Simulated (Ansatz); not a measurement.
The system is C.

```xyz
2
Lattice="0.0000 1.7834 1.7834 1.7834 0.0000 1.7834 1.7834 1.7834 0.0000" Properties=species:S:1:pos:R:3 pbc="T T T"
C     2.6751    2.6751    2.6751
C     1.7834    1.7834    1.7834
```

This isn't the form of C at room conditions, which is graphite.

Base run:

```yaml
Program: Ansatz 0.2.0
Functional: PBE
Potentials_or_basis: Ansatz PAW earlier set
Cutoff: "820 eV (not typed: the program's choice for these potentials)"
k_mesh: 13 × 13 × 13
Occupations: fermi-dirac, width 0.05 eV
Spin: no spin polarisation
```

Its results: band gap on the k mesh 4.15 eV, indirect (least direct gap 5.60 eV); pressure 1.8 GPa.

Task: The run is repeated on the same cell with these changes: potentials or basis from Ansatz PAW earlier set to SSSP efficiency PAW; cutoff from 820 eV (not typed: the program's choice for these potentials) to 612 eV. What comes out?

Result: Band gap on the k mesh 4.16 eV, indirect (least direct gap 5.60 eV); pressure 2.3 GPa.
